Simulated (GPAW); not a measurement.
Ru:

```xyz
2
Lattice="2.7058 0.0000 0.0000 -1.3529 2.3433 0.0000 0.0000 0.0000 4.2819" Properties=species:S:1:pos:R:3 pbc="T T T"
Ru    1.3529    0.7811    3.2114
Ru    0.0000    1.5622    1.0705
```

- Program: GPAW 26.7.0
- Task: relaxation of cell and atoms
- Functional: RPBE
- Dispersion: D3(BJ)
- Potentials or basis: the program's PAW data sets (release 1.2.1) made for this functional
- Cutoff: 600 eV
- Basis: pw
- k mesh: 11 × 11 × 6
- Occupations: fermi-dirac, width 0.05 eV
- Spin: no spin polarisation

At the start: pressure -32.6 GPa; volume 13.57 Å³/atom.

Question: How do energy, volume and symmetry change on relaxing?

Answer: Over 16 steps the energy falls by 134.6 meV/atom and the volume is 12.35 Å³/atom (-9.0 %); space group P6_3/mmc (No. 194, to 0.05 Å).

Step by step:
```
step  energy change (eV)  largest force (eV/Å)  pressure (GPa)  volume (Å³)
   1              0.0000                0.0001          -32.58        27.15
   2             -0.1816                0.0000          -20.09        26.05
   3             -0.2626                0.0001            5.68        24.39
   4             -0.2641                0.0001            4.94        24.43
   5             -0.2663                0.0000            3.58        24.50
   6             -0.2682                0.0000            1.78        24.60
   7             -0.2691                0.0000           -0.19        24.71
   8             -0.2691                0.0000           -0.19        24.71
   9             -0.2691                0.0000           -0.18        24.71
  10             -0.2691                0.0000           -0.16        24.71
  11             -0.2692                0.0000           -0.14        24.71
  12             -0.2692                0.0000           -0.12        24.71
  13             -0.2692                0.0000           -0.09        24.71
  14             -0.2692                0.0000           -0.06        24.70
  15             -0.2692                0.0000           -0.03        24.70
  16             -0.2692                0.0000            0.01        24.70
```

Final structure:
```xyz
2
Lattice="2.6170 0.0000 0.0000 -1.3085 2.2664 0.0000 0.0000 0.0000 4.1645" Properties=species:S:1:pos:R:3 pbc="T T T"
Ru    1.3085    0.7555    3.1234
Ru    0.0000    1.5109    1.0411
```

Caveat: later steps reuse the first step's grids; pairwise dispersion overbinds metals, which lowers pressure and volume.
